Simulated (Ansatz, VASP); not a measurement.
## One calculation of NiSb, two programs

```
Ni Sb
1.0
     0.00000    2.81388    2.81388
     2.81388    0.00000    2.81388
     2.81388    2.81388    0.00000
Ni Sb
1 1
Cartesian
  4.2208 4.2208 4.2208
  0.0000 0.0000 0.0000
```

The cell was built by a generator and needn't be a form met in nature.

Alike in both runs: functional PBEsol; k mesh 5 × 5 × 5; occupations fermi-dirac, width 0.0834 eV; no spin polarisation.

Ansatz relaxed the structure, and its values are those at the end. VASP's run is a single point on that final structure, the one shown.

|  | VASP | Ansatz |
| --- | --- | --- |
| version | VASP 6.6.1 | Ansatz 0.2.0 |
| potentials or method | VASP PAW PBE potentials, release 64 (Ni, Sb) | PAW plane waves |
| plane-wave cutoff (eV) | 520 | 420 |
| valence electrons in the cell | 15 | 33 |

```tsv
	VASP	Ansatz	Ansatz less VASP
gap on the k mesh at the Fermi level (eV)	none	none	-
pressure (GPa)	0.0	0.0	+0.02
```

A gap of «none» marks a metal or a gap that the smearing closes. The two sets of potentials don't hold the same shells in valence.

Caveats: the k mesh is coarse (spacing up to 0.39 Å⁻¹), so the values aren't converged; the PAW data sets were made with another functional, which shifts forces and pressure a little (VASP). Spin polarisation is off, so any magnetic state and its effect on volume and gap are missing. The runs have no spin-orbit coupling, so splittings on Sb are missing.
